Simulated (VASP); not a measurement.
# InP (Fm-3m) in VASP: notebook, part 3 of 3

VASP 6.6.1. Earlier steps stand in the parts before.

## 6. Phonons, PBEsol

The input, POSCAR:

```
InP
1.0
    0.0000000000      2.7688340000      2.7688340000
    2.7688340000      0.0000000000      2.7688340000
    2.7688340000      2.7688340000      0.0000000000
In P
1 1
Direct
    0.0000000000      0.0000000000      0.0000000000
    0.5000000000      0.5000000000      0.5000000000
```

The input, INCAR.step1:

```
ALGO = Normal
EDIFF = 1E-8
EDIFFG = -0.002
ENCUT = 600
GGA = PS
IBRION = 2
ISIF = 3
ISMEAR = 0
LASPH = T
LCHARG = F
LREAL = F
LWAVE = F
NELM = 60
NSW = 40
PREC = Accurate
SIGMA = 0.02
```

The input, INCAR.step2:

```
ALGO = Normal
EDIFF = 1E-8
ENCUT = 600
GGA = PS
IBRION = 6
ISIF = 2
ISMEAR = 0
LASPH = T
LCHARG = F
LREAL = F
LWAVE = F
NELM = 60
NFREE = 2
NSW = 1
POTIM = 0.015
PREC = Accurate
SIGMA = 0.02
```

The input, KPOINTS:

```
k-points
0
Gamma
  6 6 6
```

Potentials or basis: VASP PAW PBE potentials, release 64 (In_d, P).

Command:

```bash
$ cat potpaw_PBE.64/In_d/POTCAR potpaw_PBE.64/P/POTCAR > POTCAR
$ cp INCAR.step1 INCAR
$ mpirun -np 1 vasp_std > vasp.out
$ cp CONTCAR POSCAR
$ cp INCAR.step2 INCAR
$ mpirun -np 1 vasp_std > vasp.out
```

OUTCAR:

```text
EDIFF = 1E-8
   ENCUT = 600
   GGA = PS
   IBRION = 6
   ISIF = 2
   ISMEAR = 0
   LASPH = T
   LREAL = F
   NELM = 60
   NFREE = 2
   NSW = 1
   POTIM = 0.015
   PREC = Accurate

 ion  position               nearest neighbor table
   1  0.000  0.000  0.000-   2 2.73   2 2.73   2 2.73   2 2.73   2 2.73   2 2.73
   2  0.500  0.500  0.500-   1 2.73   1 2.73   1 2.73   1 2.73   1 2.73   1 2.73

  LATTYP: Found a face centered cubic cell.
 ALAT       =     5.4642555224

  Lattice vectors:

 A1 = (   0.0000000000,   2.7321277612,   2.7321277612)
 A2 = (   2.7321277612,   0.0000000000,   2.7321277612)
 A3 = (   2.7321277612,   2.7321277612,   0.0000000000)

Analysis of symmetry for initial positions (statically):
=====================================================================
 Subroutine PRICEL returns:
 Original cell was already a primitive cell.

 Routine SETGRP: Setting up the symmetry group for a
 face centered cubic supercell.

 Subroutine GETGRP returns: Found 48 space group operations
 (whereof 48 operations were pure point group operations)
 out of a pool of 48 trial point group operations.

The static configuration has the point symmetry O_h .

Analysis of symmetry for dynamics (positions and initial velocities):
=====================================================================
 Subroutine PRICEL returns:
 Original cell was already a primitive cell.

 Routine SETGRP: Setting up the symmetry group for a
 face centered cubic supercell.

 Subroutine GETGRP returns: Found 48 space group operations
 (whereof 48 operations were pure point group operations)
[... 308 lines left out ...]
      2      -6.7206      2.00000
      3      -6.6955      2.00000
      4      -6.6955      2.00000
      5      -6.6954      2.00000
      6      -4.9223      2.00000
      7       7.1019      2.00000
      8       7.1022      2.00000
      9       7.1022      2.00000
     10       8.2195      0.00000
     11      14.4937      0.00000
     12      14.4937      0.00000
     13      14.4955      0.00000
[... 354 lines left out ...]
  band No.  band energies     occupation
      1      -6.9493      2.00000
      2      -6.7362      2.00000
      3      -6.6869      2.00000
      4      -6.6324      2.00000
      5      -6.5924      2.00000
      6      -1.8018      2.00000
      7       1.7346      2.00000
      8       3.2173      2.00000
      9       6.1388      2.00000
     10       8.2576      0.00000
     11      13.3606      0.00000
     12      13.4594      0.00000
     13      15.1594      0.00000

 [... further k-points ...]

------------------------ aborting loop because EDIFF is reached ----------------------------------------

  FORCE on cell =-STRESS in cart. coord.  units (eV):
  Direction    XX          YY          ZZ          XY          YZ          ZX
  --------------------------------------------------------------------------------------
  -------------------------------------------------------------------------------------
  Total        0.0061174     -0.0024542     -0.0024542     -0.0000000      0.0000000      0.0000000
  in kB        0.2402948     -0.0964029     -0.0964029     -0.0000000      0.0000000      0.0000000
  external PRESSURE =       0.0158297 kB  Pullay stress =       0.0000000 kB
[... 17 lines left out ...]
  FREE ENERGIE OF THE ION-ELECTRON SYSTEM (eV)
  ---------------------------------------------------
  free  energy   TOTEN  =        -8.8051938133 eV

  energy  without entropy=       -8.8045001889  energy(sigma->0) =       -8.80484700

 INTERNAL STRAIN TENSORS FROM DISPLACED ATOMS
 ============================================

 INTERNAL STRAIN TENSOR FOR ION    1 for displacements in x,y,z  (eV/Angst):
          X           Y           Z          XY          YZ          ZX
  --------------------------------------------------------------------------------
  x     0.00000     0.00000     0.00000     0.00000     0.00000     0.00000
  y     0.00000     0.00000     0.00000     0.00000     0.00000     0.00000
  z     0.00000     0.00000     0.00000     0.00000     0.00000     0.00000

 INTERNAL STRAIN TENSOR FOR ION    2 for displacements in x,y,z  (eV/Angst):
          X           Y           Z          XY          YZ          ZX
  --------------------------------------------------------------------------------
  x     0.00000     0.00000     0.00000     0.00000     0.00000     0.00000
  y     0.00000     0.00000     0.00000     0.00000     0.00000     0.00000
  z     0.00000     0.00000     0.00000     0.00000     0.00000     0.00000

 Eigenvectors and eigenvalues of the dynamical matrix
 ----------------------------------------------------

   1 f  =    5.487027 THz    34.476009 2PiTHz  183.027528 cm-1    22.692511 meV
             X         Y         Z           dx          dy          dz
      0.000000  0.000000  0.000000     0.000000    0.460429    0.000000
      2.732128  2.732128  2.732128     0.000000   -0.887697    0.000000
[... 21 lines left out ...]
   6 f/i=    0.003057 THz     0.019206 2PiTHz    0.101964 cm-1     0.012642 meV
             X         Y         Z           dx          dy          dz
      0.000000  0.000000  0.000000     0.000000    0.000000    0.887697
      2.732128  2.732128  2.732128     0.000000    0.000000    0.460429

 ELASTIC MODULI CONTR FROM IONIC RELAXATION (kBar)
 Direction    XX          YY          ZZ          XY          YZ          ZX
 --------------------------------------------------------------------------------
 XX           0.0000      0.0000      0.0000      0.0000      0.0000      0.0000
 YY           0.0000      0.0000      0.0000      0.0000      0.0000      0.0000
 ZZ           0.0000      0.0000      0.0000      0.0000      0.0000      0.0000
 XY           0.0000      0.0000      0.0000      0.0000      0.0000      0.0000
 YZ           0.0000      0.0000      0.0000      0.0000      0.0000      0.0000
 ZX           0.0000      0.0000      0.0000      0.0000      0.0000      0.0000
 --------------------------------------------------------------------------------
```

Run time: 91 s. Hardware: 1 thread of Intel Xeon Platinum 8259CL at 2.50GHz (Skylake/Cascade Lake), shared host; peak memory 0.19 GiB.

What came out:

```yaml
Relaxed_volume: 20.39 Å³/atom
Relaxed_cell: a = 3.864 Å, b = 3.864 Å, c = 3.864 Å, α = 60.00°, β = 60.00°, γ = 60.00°
Space_group_after_relaxing_to_0.05_Å: Fm-3m (No. 225)
Highest_phonon_frequency_at_Γ_LO-TO_splitting_left_out: 183 cm⁻¹
```

Step by step:
| step | energy change (eV) | largest force (eV/Å) | pressure (GPa) | volume (Å³) |
| --- | --- | --- | --- | --- |
| 1 | 0.0000 | 0.0000 | -3.10 | 42.45 |
| 2 | -0.0124 | 0.0000 | 1.78 | 39.98 |
| 3 | -0.0168 | 0.0000 | 0.00 | 40.79 |

Final structure:
```xyz
2
Lattice="0.0000 2.7321 2.7321 2.7321 0.0000 2.7321 2.7321 2.7321 0.0000" Properties=species:S:1:pos:R:3 pbc="T T T"
In    0.0000    0.0000    0.0000
P     2.7321    2.7321    2.7321
```

Phonon frequencies in cm⁻¹ (negative: imaginary):
| q point | frequencies |
| --- | --- |
| (0.000, 0.000, 0.000) | 0 0 0 183 183 183 |

Caveat: the PAW data sets were made with another functional, which shifts forces and pressure a little.

## 7. Elastic constants, PBEsol

POSCAR is that of step 6.

The input, INCAR.step1:

```
PREC = Accurate
ENCUT = 600
EDIFF = 1E-8
ISMEAR = 0
SIGMA = 0.02
LREAL = F
LASPH = T
NELM = 80
ALGO = Normal
ISIF = 3
LWAVE = F
LCHARG = F
GGA = PS
IBRION = 2
NSW = 40
EDIFFG = -0.002
```

The input, INCAR.step2:

```
PREC = Accurate
ENCUT = 600
EDIFF = 1E-8
ISMEAR = 0
SIGMA = 0.02
LREAL = F
LASPH = T
NELM = 80
ALGO = Normal
ISIF = 3
LWAVE = F
LCHARG = F
GGA = PS
IBRION = 6
NFREE = 2
POTIM = 0.015
NSW = 1
```

The input, KPOINTS:

```
regular mesh
0
Gamma
  6 6 6
```

Command:

```bash
$ cat potpaw_PBE.64/In_d/POTCAR potpaw_PBE.64/P/POTCAR > POTCAR
$ cp INCAR.step1 INCAR
$ mpirun -np 1 vasp_std > vasp.out
$ cp CONTCAR POSCAR
$ cp INCAR.step2 INCAR
$ mpirun -np 1 vasp_std > vasp.out
```

Wall time 5.5 min (1 thread of Intel Xeon Platinum 8259CL at 2.50GHz (Skylake/Cascade Lake), shared host); peak memory 0.24 GiB.

Results (log left out):

```
Relaxed volume                                          : 20.39 Å³/atom
Relaxed cell                                            : a = 3.864 Å, b = 3.864 Å, c = 3.864 Å, α = 60.00°, β = 60.00°, γ = 60.00°
Space group after relaxing (to 0.05 Å)                  : Fm-3m (No. 225)
Elastic constants C11, C12, C44                         : 158, 49, -22 GPa
Voigt bulk modulus                                      : 86 GPa
Highest phonon frequency at Γ, LO-TO splitting left out : 183 cm⁻¹
```

Step by step:
| step | energy change (eV) | largest force (eV/Å) | pressure (GPa) | volume (Å³) |
| --- | --- | --- | --- | --- |
| 1 | 0.0000 | 0.0000 | -3.10 | 42.45 |
| 2 | -0.0124 | 0.0000 | 1.78 | 39.98 |
| 3 | -0.0168 | 0.0000 | 0.00 | 40.79 |

Final structure:
```
In P
1.0
     0.00000    2.73213    2.73213
     2.73213    0.00000    2.73213
     2.73213    2.73213    0.00000
In P
1 1
Direct
  0.00000 0.00000 0.00000
  0.50000 0.50000 0.50000
```

Phonon frequencies in cm⁻¹ (negative: imaginary):
| q point | frequencies |
| --- | --- |
| (0.000, 0.000, 0.000) | 0 0 0 183 183 183 |

Elastic tensor in Voigt notation (GPa, in the Cartesian axes of the cell as first typed):
```
158  49  49   0   0   0
 49 158  49   0   0   0
 49  49 158   0   0   0
  0   0   0 -22   0   0
  0   0   0   0 -22   0
  0   0   0   0   0 -22
```

Clamped-ion elastic tensor (GPa):
```
158  49  49   0   0   0
 49 158  49   0   0   0
 49  49 158   0   0   0
  0   0   0 -22   0   0
  0   0   0   0 -22   0
  0   0   0   0   0 -22
```

Caveat: the elastic tensor has a negative eigenvalue, so either the cell is unstable as it stands or the mesh is too thin; the PAW data sets were made with another functional, which shifts forces and pressure a little.

## 8. The reference run

An earlier run on the cell as given: functional PBE; potentials or basis VASP PAW PBE potentials, release 64 (In_d, P); cutoff 520 eV; k mesh 8 × 8 × 8; occupations fermi-dirac, width 0.05 eV; no spin polarisation.

- Pressure: -0.1 GPa
- Band gap on the k mesh: none (metal or under the smearing width)

## 9. Summary

```csv
task,level,cell,k mesh,cutoff (eV),smearing,k mesh for the DOS,occupations for the DOS,ions in elastic constants,gap on the mesh (eV),pressure (GPa)
optical spectrum,PBEsol,as given,8 × 8 × 8,520,gaussian 0.02 eV,-,-,-,none,-3.4
density of states,PBEsol,as given,8 × 8 × 8,520,gaussian 0.02 eV,12 × 12 × 12,tetrahedron,-,-,-
electric field gradients,PBEsol,as given,8 × 8 × 8,520,gaussian 0.02 eV,-,-,-,none,-3.4
core levels,PBEsol,as given,8 × 8 × 8,520,gaussian 0.02 eV,-,-,-,none,-3.4
phonons,PBEsol,relaxed,6 × 6 × 6,600,gaussian 0.02 eV,-,-,-,-,-
elastic constants,PBEsol,relaxed,6 × 6 × 6,600,gaussian 0.02 eV,-,-,relaxed,-,-
single point,PBE,as given,8 × 8 × 8,520,fermi-dirac 0.05 eV,-,-,-,none,-0.1
```

Alike in all rows: potentials or basis VASP PAW PBE potentials, release 64 (In_d, P); no spin polarisation.

Every run on the cell as given and a fine mesh finds a metal. The pressure there spans -3.4 GPa (PBEsol) to -0.1 GPa (PBE); a positive pressure means that this level wants a larger cell, a negative one a smaller.

Caveats: the PAW data sets were made with another functional, which shifts forces and pressure a little (some runs); spectra need much finer meshes, so this one isn't converged (some runs); independent-particle spectra lack excitons (some runs); the intraband (Drude) part of a metal's response may be missing (some runs); the elastic tensor has a negative eigenvalue, so either the cell is unstable as it stands or the mesh is too thin (some runs).

Absolute energies hang on the potentials; compare differences alone.
